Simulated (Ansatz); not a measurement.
A nudged elastic band was laid between two geometries of a periodic cell of 17 atoms, Si (host Si, host structure diamond, interstitial Si).

All numbers below come from DFT LDA, scalar-relativistic, plane waves, PAW (Ansatz). Settings: PAW set soft_1, cutoff 420 eV, k mesh 2x2x2, gaussian smearing 0.05 eV, no spin polarisation.

```json
{
 "movable images": "5",
 "climbing image": "yes",
 "spring": "5.0 eV/Å²",
 "optimiser": "quadratic models (default)",
 "start path": "straight line",
 "force threshold": "0.03 eV/Å",
 "iteration limit": "45",
 "end points": "relaxed"
}
```

Image 0:

```xyz
17
Lattice="0.0000 5.4300 5.4300 5.4300 0.0000 5.4300 5.4300 5.4300 0.0000" Properties=species:S:1:pos:R:3
Si -0.014 0.016 -0.014
Si 1.362 1.390 1.361
Si 2.722 2.710 -0.001
Si 4.040 4.070 1.361
Si 2.741 0.020 2.740
Si 4.079 1.353 4.079
Si 5.411 2.693 2.740
Si 6.790 4.073 4.111
Si 0.000 2.710 2.721
Si 1.362 4.070 4.040
Si 2.721 5.432 2.721
Si 4.074 6.788 4.073
Si 2.741 2.692 5.411
Si 4.112 4.073 6.790
Si 5.428 5.435 5.427
Si 6.790 6.753 6.789
Si 6.795 9.498 6.795
```

Image 6:

```xyz
17
Lattice="0.0000 5.4300 5.4300 5.4300 0.0000 5.4300 5.4300 5.4300 0.0000" Properties=species:S:1:pos:R:3
Si 0.000 0.000 0.000
Si 1.353 1.354 1.353
Si 2.714 2.716 0.033
Si 4.076 4.077 1.353
Si 2.716 0.034 2.714
Si 4.078 1.352 4.077
Si 5.396 2.714 2.715
Si 6.767 4.093 4.092
Si 0.034 2.716 2.714
Si 1.353 4.078 4.076
Si 2.714 5.397 2.714
Si 4.091 6.769 4.091
Si 2.715 2.715 5.395
Si 4.095 4.095 6.764
Si 5.429 5.432 5.426
Si 6.766 6.766 6.765
Si 8.145 8.147 8.140
```

Question: What changes between the two ends?

Answer: Contacts lost: Si1–Si17. Contacts made: Si12–Si17. The atom that moves furthest is Si17, by 2.34 Å.

Question: Give the energies along the band, and the barrier.

Answer: The forces met the threshold. The highest image is number 3 of 0 to 6, 0.31 eV above the ends, which have the same energy within 2 meV. By the program's own check the climbing image is of a kind that is not told: the force calls were inconclusive, a negative curvature could not be distinguished from the path's own, the only one lies far off the path, or fixed occupations may fill a level only in part (lowest curvatures found: -0.06 and 0.38 eV/Å²). Limits of this set-up: coarse k mesh, PAW files made for another functional.

| image | path coordinate (Å) | energy (eV) | Si1–Si17 (Å) | Si12–Si17 (Å) |
| --- | --- | --- | --- | --- |
| 0 | 0.00 | 0.00 | 2.39 | 4.69 |
| 1 | 0.54 | 0.12 | 2.46 | 4.24 |
| 2 | 1.09 | 0.29 | 2.67 | 3.75 |
| 3 | 1.64 | 0.31 | 3.24 | 3.21 |
| 4 | 2.18 | 0.29 | 3.78 | 2.65 |
| 5 | 2.72 | 0.11 | 4.25 | 2.45 |
| 6 | 3.26 | 0.00 | 4.70 | 2.39 |

Question: What is the geometry of the highest image?

Answer: 
```xyz
17
Lattice="0.0000 5.4300 5.4300 5.4300 0.0000 5.4300 5.4300 5.4300 0.0000" Properties=species:S:1:pos:R:3:forces:R:3
Si 0.172 -0.171 0.171 0.00 0.00 0.00
Si 1.408 1.370 1.407 0.00 0.00 0.00
Si 2.668 2.764 0.016 0.00 0.00 0.00
Si 4.061 4.023 1.407 0.00 0.00 0.00
Si 2.791 0.099 2.791 0.00 0.00 0.00
Si 4.242 1.190 4.241 0.00 0.00 0.00
Si 5.332 2.640 2.791 0.00 0.00 0.00
Si 6.713 4.148 4.177 0.00 0.00 0.00
Si 0.017 2.764 2.667 0.00 0.00 0.00
Si 1.408 4.023 4.061 0.00 0.00 0.00
Si 2.668 5.414 2.667 0.00 0.00 0.00
Si 3.899 6.963 3.898 0.00 0.00 0.00
Si 2.791 2.640 5.331 0.00 0.00 0.00
Si 4.178 4.148 6.712 0.00 0.00 0.00
Si 5.261 5.601 5.260 0.00 0.00 0.00
Si 6.713 6.684 6.712 0.00 0.00 0.00
Si 7.475 8.817 7.474 0.00 0.00 0.00
```

Run time: 6.6 min on 1 thread of Intel(R) Xeon(R) Platinum 8259CL CPU @ 2.50GHz (Skylake/Cascade Lake), with other jobs on the host, peak memory 0.85 GiB.
